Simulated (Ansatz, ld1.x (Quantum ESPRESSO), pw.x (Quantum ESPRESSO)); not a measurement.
# Equation-of-state test of one TM potential (Be)

| Property | Result |
| --- | --- |
| Element | beryllium (Be) |
| Generator | ld1.x (Quantum ESPRESSO) 7.5 |
| Type | norm-conserving Troullier–Martins (Kleinman–Bylander form) |
| Functional | PBE |
| Relativity | scalar-relativistic |
| Frozen core | [He] |
| Valence charge | 2 |
| Reference configuration | 2s2 2p0 |
| Partial waves | 2s (bound): rc 1.70 bohr; 3d channel at 0.15 Ry: rc 4.25 bohr; 2p (bound, empty): rc 4.20 bohr |
| Local potential | the p channel |
| Core correction | Bessel-smoothed model core, default radius (core density twice the valence density) |

Atomic tests: cutoffs needed: 10 Ry and 25 Ry (the cutoffs (Ry, on a coarse ladder) from which the occupation-weighted sum of valence levels, in a spherical-Bessel basis at the reference potential, stays within 10 and 1 mRy of its value at 400 Ry); ghost test: no extra level below or beside the all-electron valence levels (s, d, p, f tested) (spherical-Bessel basis up to 400 Ry, 20 bohr box); largest excitation error: -231 meV (all-electron minus pseudo) for 2s0 2p1, out of 5 test configurations.

Crystal test: fcc Be in pw.x 7.5, no spin, 18³ k-points, Fermi–Dirac smearing 0.01 Ry, cutoffs 50/200 Ry. The lattice is a test structure that the element need not adopt, and mesh and smearing are coarse.

pw.x input:

```
&control
  calculation='scf', prefix='x', pseudo_dir='./', outdir='./tmp', tstress=.true., disk_io='low'
/
&system
  ibrav=0, nat=1, ntyp=1, ecutwfc=50, ecutrho=200, nbnd=8,
  occupations='smearing', smearing='fd', degauss=0.01
/
&electrons
  conv_thr=1e-09, mixing_beta=0.4, electron_maxstep=70
/
ATOMIC_SPECIES
Be 1.0 Be.UPF
CELL_PARAMETERS angstrom
  0.00000000 1.58169236 1.58169236
  1.58169236 0.00000000 1.58169236
  1.58169236 1.58169236 0.00000000
ATOMIC_POSITIONS crystal
Be 0.0000 0.0000 0.0000
K_POINTS automatic
18 18 18 0 0 0
```

```bash
pw.x < Be.scf.in > Be.scf.out
```

Question: How does the run end?

Answer: It converges; the pressure is -24.73 GPa against -0.36 GPa from all-electron LAPW. The largest radius (4.25 bohr) exceeds half the bond length (2.11 bohr), so the spheres overlap, which is one possible source of error among others. This is a poor potential for the solid. The free energy does not fall steadily as the cutoff rises, most likely since the density grid, which shrinks with it, is too coarse for the model core; the lower cutoffs are not converged. The log shows:

```
Message from routine setup:
     using ibrav=0 with symmetry is DISCOURAGED, use correct ibrav instead
     lattice parameter (alat)  =       4.2270  a.u.
     unit-cell volume          =      53.4063 (a.u.)^3
     number of electrons       =         2.00
     number of Kohn-Sham states=            8
     kinetic-energy cutoff     =      50.0000  Ry
     charge density cutoff     =     200.0000  Ry
     scf convergence threshold =      1.0E-09
     Exchange-correlation= PBE
     number of k points=   195  Fermi-Dirac smearing, width (Ry)=  0.0100
     iteration #  1     ecut=    50.00 Ry     beta= 0.40
     total energy              =      -3.25414638 Ry
     estimated scf accuracy    <       0.00474037 Ry
     iteration #  2     ecut=    50.00 Ry     beta= 0.40
     total energy              =      -3.25358033 Ry
     estimated scf accuracy    <       0.00166145 Ry
     iteration #  3     ecut=    50.00 Ry     beta= 0.40
     total energy              =      -3.25359669 Ry
     estimated scf accuracy    <       0.00000103 Ry
     iteration #  4     ecut=    50.00 Ry     beta= 0.40
     total energy              =      -3.25359671 Ry
     estimated scf accuracy    <          4.4E-09 Ry
     iteration #  5     ecut=    50.00 Ry     beta= 0.40
     the Fermi energy is     8.7425 ev
!    total energy              =      -3.25359671 Ry
     estimated scf accuracy    <          1.9E-11 Ry
     smearing contrib. (-TS)   =      -0.00042369 Ry
     The total energy is F=E-TS. E is the sum of the following terms:
     one-electron contribution =       2.02898759 Ry
     hartree contribution      =       0.00931232 Ry
     xc contribution           =      -2.22361397 Ry
     ewald contribution        =      -3.06785895 Ry
     convergence has been achieved in   5 iterations
          total   stress  (Ry/bohr**3)                   (kbar)     P=     -247.28
```
